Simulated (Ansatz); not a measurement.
# CrCuO2 (R-3m): equation of state and elastic constants

An exercise on one series of results from a longer session: the logs are not shown, and one member is left open.

Computed with Ansatz 0.2.0 (DFT r²SCAN, scalar-relativistic, plane waves, PAW, unless a step's input says otherwise).

1 further run of the same task is left out (it didn't finish). Runs told in other sessions of the task aren't counted.

**The starting structure**

Symmetry: R-3m, No. 166, trigonal system. The conventional cell has a = 2.982 Å, b = 2.982 Å, c = 17.012 Å, α = 90.00°, β = 90.00°, γ = 120.00°. Cr (site symmetry -3m) is surrounded by 6 O at 1.99 Å. Cu (site symmetry -3m) is surrounded by 2 O at 1.84 Å. O (site symmetry 3m) has 1 Cu at 1.84 Å and 3 Cr at 1.99 Å in its first shell of neighbours.

As a file:

```cif
data_structure
_symmetry_space_group_name_H-M 'P 1'
_symmetry_Int_Tables_number 1
_cell_length_a 5.9262
_cell_length_b 5.9262
_cell_length_c 5.9262
_cell_angle_alpha 29.140
_cell_angle_beta 29.140
_cell_angle_gamma 29.140
_cell_volume 43.66
loop_
_atom_site_label
_atom_site_type_symbol
_atom_site_fract_x
_atom_site_fract_y
_atom_site_fract_z
_atom_site_occupancy
Cr1 Cr 0.50000 0.50000 0.50000 1
Cu1 Cu 0.00000 0.00000 0.00000 1
O1 O 0.10796 0.10796 0.10796 1
O2 O 0.89204 0.89204 0.89204 1
```

This cell comes from an earlier session at r²SCAN: 10.915 Å³/atom at -0.05 GPa, on a 10×10×10 mesh.

Volume factors to run: 0.980, 1.020, 0.960, 1.040, 1.070.

Set-up of the first run:

Input file input.yaml:

```yaml
crystal:
  lattice:
    - [1.4808273863, 0.8549560903, 5.6326303033]
    - [-1.4808273863, 0.8549560903, 5.6326303033]
    - [0.0, -1.70991218, 5.6326303034]
  atoms:
    - { symbol: Cr, position: [0.5, 0.5, 0.5], spin: 2.7 }
    - { symbol: Cu, position: [0.0, 0.0, 0.0], spin: 0.05 }
    - { symbol: O, position: [0.1079636755, 0.1079636755, 0.1079636755] }
    - { symbol: O, position: [0.8920363245, 0.8920363245, 0.8920363245] }
basis:
  ecutwfc: 500
  ecutrho_ratio: 4
kpoints:
  mp_grid: { grid: [10, 10, 10] }
hamiltonian:
  xc: r2scan
scf:
  occupations: { method: gaussian, width: 0.05 }
output:
  forces: true
  stress: true
  eigenvalues: true
  populations: true
magnetization:
  spin_polarized: true
relax:
  f_tol: 0.01
  max_steps: 40
  cell: { stress_tol: 0.1, fix: [volume] }
```

Started as:

```console
> ansatz run input.yaml --threads 4 --pin off --max-ram 7168MiB --backend cpu --events-out ev --progress --plain --runs-dir out
```

Steps of the session up to this table: At 0.980 of the relaxed volume; Volume × 1.020; Volume × 0.960; Scaling the volume by 1.040; At 1.070 of the relaxed volume.

One of the session's tables, all rows but one given; the rest of the session is left out.

It belongs to the step «Energy and pressure against volume». 

```
volume (Å³/atom)  energy (meV/atom)  pressure (GPa)  gap (eV)  moment of atom 1 (μB)
          10.478               9.81            7.46      1.73                   2.42
          10.697                  ?               ?         ?                      ?
          10.915               0.00           -0.05      1.72                   2.45
          11.133               2.23           -3.21      1.68                   2.47
          11.352               8.62           -6.12      1.65                   2.48
          11.679              25.17           -9.98      1.59                   2.51
```

Q: Estimate the row for volume (Å³/atom) = 10.697 from the others.

Worked estimate for «energy (meV/atom)». A straight line through the neighbours (10.478, 9.81) and (10.915, 0.00) gives 9.81 + (0.00 − 9.81) × (10.697 − 10.478) / (10.915 − 10.478) = 4.89; a parabola fitted to 3 rows on both sides gives 2.51.

As computed: energy (meV/atom): 2.37; pressure (GPa): 3.55; gap (eV): 1.75; moment of atom 1 (μB): 2.43. In «energy (meV/atom)» the line misses by +2.52 and the parabola by +0.14.

Limits of these values: Warnings in the runs' records: stability check not made.
